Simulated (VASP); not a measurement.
A run of VASP 6.6.1:

Contents of POSCAR:

```
ZnS
1.0
    0.0000000000      2.7020000000      2.7020000000
    2.7020000000      0.0000000000      2.7020000000
    2.7020000000      2.7020000000      0.0000000000
Zn S
1 1
Direct
    0.7500000000      0.7500000000      0.7500000000
    0.0000000000      0.0000000000      0.0000000000
```

Contents of INCAR.step1:

```
ALGO = Normal
EDIFF = 1E-5
ENCUT = 600
GGA = PE
ISMEAR = -1
LASPH = T
LCHARG = F
LREAL = F
LWAVE = T
NELM = 80
PREC = Accurate
SIGMA = 0.05
```

File INCAR.step2:

```
AEXX = 0.2
AGGAC = 0.81
AGGAX = 0.72
ALDAC = 0.19
ALGO = Normal
EDIFF = 1E-6
EDIFFG = -0.01
ENCUT = 600
GGA = B3
HFRCUT = -1
IBRION = 2
ISIF = 3
ISMEAR = -1
ISTART = 1
LASPH = T
LCHARG = F
LHFCALC = T
LREAL = F
LWAVE = F
NELM = 80
NSW = 60
PREC = Accurate
PRECFOCK = Fast
SIGMA = 0.05
```

Contents of KPOINTS:

```
k-points
0
Gamma
  5 5 5
```

Potentials or basis: VASP PAW PBE potentials, release 64 (Zn, S).

Run with:

```bash
$ cat potpaw_PBE.64/Zn/POTCAR potpaw_PBE.64/S/POTCAR > POTCAR
$ cp INCAR.step1 INCAR
$ mpirun -np 1 vasp_std > vasp.out
$ cp INCAR.step2 INCAR
$ mpirun -np 1 vasp_std > vasp.out
```

Hardware: 1 thread of Intel(R) Xeon(R) Platinum 8259CL CPU @ 2.50GHz (Skylake/Cascade Lake), with other jobs on the host.

Problem. How long does it take, and how much memory?

Solution. Wall time 20 min on 1 thread of Intel(R) Xeon(R) Platinum 8259CL CPU @ 2.50GHz (Skylake/Cascade Lake) (shared host), peak memory 0.19 GiB. Counts: scf iterations 32, k points 10, ion steps 3.
